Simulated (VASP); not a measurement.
**InPd: relaxation of cell and atoms with revTPSS**

Crystal: InPd.

```
In Pd
1.0
     3.27188    0.00000    0.00000
     0.00000    3.27188    0.00000
     0.00000    0.00000    3.27188
In Pd
1 1
Direct
  0.00308 0.00166 0.00606
  0.49692 0.49834 0.49394
```

The cell comes from a database or a generator and needn't be the stable form of this composition.

The cell isn't the ideal one: all atoms moved at random, sigma 0.05 Å a component.

* Program: VASP 6.6.1
* Task: relaxation of cell and atoms
* Functional: revTPSS
* Potentials or basis: VASP PAW PBE potentials, release 64 (In_d, Pd)
* Cutoff: 600 eV
* k mesh: 6 × 6 × 6
* Occupations: methfessel-paxton, width 0.1 eV
* Spin: no spin polarisation
* Further INCAR settings: ALGO = Normal; EDIFF = 1e-06; IBRION = 2; EDIFFG = -0.01; NSW = 60; ISIF = 3

- Relaxed volume: 17.16 Å³/atom
- Relaxed cell: a = 3.250 Å, b = 3.250 Å, c = 3.249 Å, α = 89.95°, β = 89.91°, γ = 89.98°
- Space group after relaxing (to 0.05 Å): Pm-3m (No. 221)
- Energy gained by relaxing: 5.3 meV/atom
- Ionic steps: 6
- Pressure after relaxing: 0.0 GPa
- Largest force after relaxing: 0.004 eV/Å
- Band gap on the k mesh: none (metal or under the smearing width)

Forces on the atoms (eV/Å):
```
In   0.002  0.001  0.003
Pd  -0.002 -0.001 -0.003
```

Stress tensor (GPa, compression positive):
```
-0.01 -0.02 -0.07
-0.02 -0.01 -0.04
-0.07 -0.04  0.03
```

The path:
```tsv
step	energy change (eV)	largest force (eV/Å)	pressure (GPa)	volume (Å³)
1	0.0000	0.2031	-2.59	35.03
2	-0.0014	0.1408	3.34	33.61
3	-0.0074	0.1748	0.39	34.27
4	-0.0098	0.0880	0.23	34.29
5	-0.0105	0.0107	0.08	34.32
6	-0.0105	0.0039	0.00	34.32
```

Final structure:
```cif
data_structure
_symmetry_space_group_name_H-M 'P 1'
_symmetry_Int_Tables_number 1
_cell_length_a 3.2500
_cell_length_b 3.2503
_cell_length_c 3.2490
_cell_angle_alpha 89.953
_cell_angle_beta 89.913
_cell_angle_gamma 89.977
_cell_volume 34.32
loop_
_atom_site_label
_atom_site_type_symbol
_atom_site_fract_x
_atom_site_fract_y
_atom_site_fract_z
_atom_site_occupancy
In1 In 0.99998 0.99999 0.99996 1
Pd1 Pd 0.50002 0.50001 0.50004 1
```

Levels at points of the mesh, in eV from the Fermi level:
```
           k point  band 9  band 10  band 11  band 12  band 13  band 14  band 15
(0.00, 0.00, 0.00)   -2.42    -2.41    -2.41     4.23     4.23     4.24     9.84
(0.50, 0.00, 0.00)   -3.44    -3.44    -2.49    -1.23     9.74     9.76     9.77
(0.00, 0.50, 0.00)   -3.44    -3.44    -2.49    -1.23     9.74     9.76     9.77
(0.00, 0.00, 0.50)   -3.44    -3.44    -2.49    -1.22     9.74     9.76     9.76
(0.50, 0.50, 0.00)   -2.84    -2.52    -2.52    -1.85     1.56     2.50     9.71
(0.00, 0.50, 0.50)   -2.84    -2.52    -2.51    -1.85     1.56     2.50     9.71
(0.50, 0.00, 0.50)   -2.84    -2.53    -2.51    -1.85     1.56     2.50     9.71
(0.50, 0.50, 0.50)   -1.81    -1.80     0.12     3.66     3.68     3.69     4.39
```

Run time: 9.6 min on 1 thread of Intel(R) Xeon(R) Platinum 8488C (Sapphire Rapids), on a shared host, peak memory 0.23 GiB.

Caveat: the PAW data sets were made with another functional, which shifts forces and pressure a little.
